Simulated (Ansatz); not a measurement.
Runs of Ansatz 0.2.0 on Al. It takes space group P6_3/mmc (No. 194, hexagonal). Conventional cell: a = 2.812 Å, b = 2.812 Å, c = 4.867 Å, α = 90.00°, β = 90.00°, γ = 120.00°. Around Al (site symmetry -6m2) lie 12 Al at 2.81 to 2.93 Å. This isn't the form of Al at room conditions, which is fcc.

```csv
level,cutoff (eV),gap on the mesh (eV),pressure (GPa)
PBE0,420,none,1.0
HSE06,420,none,1.3
r2SCAN,500,none,-1.1
PBEsol,420,none,(a)
LDA,420,none,(b)
```

Alike in all rows: task projected density of states; potentials or basis Ansatz PAW; no spin polarisation; cell as given; k mesh 6 × 6 × 3; smearing fermi-dirac 0.05 eV; the mesh is coarse, so values aren't converged.

Problem. Fill in the values left out.

Solution. (a) 0.4; (b) -1.4.

Caveats: all runs use coarse meshes; the PAW data sets come from PBE, with cores solved anew for the run's functional, which leaves a small shift of forces and pressure; the density of states is complete only up to the lowest level of the last band computed; the thresholds are loose for stress (some runs).

A gap of «none» marks a metal or a gap under the smearing width.

Runs at the PBE level aren't shown here.
